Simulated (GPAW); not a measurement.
# Fitting the BP86+D4 energy curve of GaAs

```cif
data_structure
_symmetry_space_group_name_H-M 'P 1'
_symmetry_Int_Tables_number 1
_cell_length_a 3.9978
_cell_length_b 3.9978
_cell_length_c 3.9978
_cell_angle_alpha 60.000
_cell_angle_beta 60.000
_cell_angle_gamma 60.000
_cell_volume 45.18
loop_
_atom_site_label
_atom_site_type_symbol
_atom_site_fract_x
_atom_site_fract_y
_atom_site_fract_z
_atom_site_occupancy
As1 As 0.75000 0.75000 0.75000 1
Ga1 Ga 0.00000 0.00000 0.00000 1
```

The cell was scaled at fixed shape and fractions and run with GPAW, PAW data sets generated for this functional, cutoff 600 eV; BP86+D4, k mesh 8 × 8 × 8 on the cell of 2 atoms, fermi-dirac occupations of 0.05 eV, no spin polarisation, no spin-orbit coupling. Energies are those that the program minimises, any entropy of the smearing included.

```csv
V (Å³/atom),energy over the lowest row (meV/atom)
21.2342,16.577
21.6860,6.013
22.1378,0.686
22.5896,0.000
23.0414,?
23.4932,10.659
23.9450,21.079
```

Task: Fit the third-order Birch-Murnaghan form, give V0, B0 and B′, and predict the energy left open.

Result: With y = (V0/V)^(2/3), E = E0 + (9 V0 B0/16) [(y - 1)³ B′ + (y - 1)² (6 - 4y)]. Least squares through the rows shown give V0 = 22.4308 Å³/atom, E0 = -0.250 meV, B0 = 75.93 GPa (1 eV/Å³ = 160.218 GPa) and B′ = 4.84, with a largest miss of 0.013 meV. At V = 23.0414 the form with these constants gives 3.488 meV; the run gave 3.500 meV an atom. Measured volume: 22.58 Å³/atom at 300 K (pmc:10405594, doi:10.1107/S1600576723004302), so the fit lies -0.7 % from it. The runs are for a static lattice.
